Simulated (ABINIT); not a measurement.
Here is an ABINIT 10.8.3 (patched build) calculation.

run.abi

```
# Datasets: ground state, then fixed potential
ndtset 2

# Pseudopotentials
pp_dirpath "./"
pseudos "Ba.GGA_PBE-JTH.xml, Zr.GGA_PBE-JTH.xml, O.GGA_PBE-JTH.xml"

# Structure
acell 7.9204846952 7.9204846952 7.9204846952
rprim
     1.0000000000     0.0000000000     0.0000000000
     0.0000000000     1.0000000000     0.0000000000
     0.0000000000     0.0000000000     1.0000000000
ntypat 3
znucl 56 40 8
natom 5
typat 1 2 3 3 3
xred
     0.0000000000     0.0000000000     0.0000000000
     0.5000000000     0.5000000000     0.5000000000
     0.5000000000     0.5000000000     0.0000000000
     0.5000000000     0.0000000000     0.5000000000
     0.0000000000     0.5000000000     0.5000000000

# Plane-wave basis
ecut 761.918815 eV
pawecutdg 50.0

# Exchange and correlation
ixc -497498
usekden 1
pawxcdev 0

# Bands and occupations
occopt 3
tsmear 0.05 eV

# SCF cycle
nstep 100

# Output
iomode 3
prtwf 0
prteig 0
prtebands 0
enunit 1
prtden1 1
prtkden1 1

# Dataset 1
kptopt1 1
ngkpt1 6 6 6
nshiftk1 1
shiftk1 0.0 0.0 0.0
nband1 24
tolvrs1 1.0e-7

# Dataset 2: bands along G-X-M-G-R-X
iscf2 -2
getden2 1
getkden2 1
nband2 30
nbdbuf2 4
tolwfr2 1.0e-11
kptopt2 -5
ndivsm2 5
prteig2 1
kptbounds2
     0.0000000000     0.0000000000     0.0000000000
     0.0000000000     0.5000000000     0.0000000000
     0.5000000000     0.5000000000     0.0000000000
     0.0000000000     0.0000000000     0.0000000000
     0.5000000000     0.5000000000     0.5000000000
     0.0000000000     0.5000000000     0.0000000000
```

Potentials or basis: JTH PAW PBE v2.0.

The run is started by

```console
$ abinit run.abi > log 2>&1
```

Question: What does it give for the pressure?

Answer: 1.7 GPa.

Question: Estimate the band gap along the path.

Answer: 3.71 eV, indirect (least direct gap 3.95 eV).

Levels at the corners of the path, in eV from the valence-band top:
```tsv
point	band 16	band 17	band 18	band 19	band 20	band 21	band 22	band 23	band 24	band 25
Γ	-1.01	-1.01	-0.24	-0.24	-0.24	3.71	3.71	3.71	5.18	5.18
X	-1.72	-1.72	-1.68	-0.48	-0.48	4.15	6.23	6.23	6.97	7.31
M	-2.38	-0.94	-0.94	-0.81	-0.07	6.20	6.20	7.00	7.14	8.30
Γ	-1.01	-1.01	-0.24	-0.24	-0.24	3.71	3.71	3.71	5.18	5.18
R	-2.55	-2.55	0.00	0.00	0.00	6.63	6.63	6.63	7.56	7.56
X	-1.72	-1.72	-1.68	-0.48	-0.48	4.15	6.23	6.23	6.97	7.31
```

Caveat: this set's barium file shifts pressures by 1.5 GPa and gaps by 0.1 eV against other sets; the PAW data sets were made with another functional, which shifts forces and pressure a little; spin-orbit coupling is left out, which moves the levels of the heavy elements. r2SCAN opens gaps a little over a GGA but as a rule still falls short of measured ones.
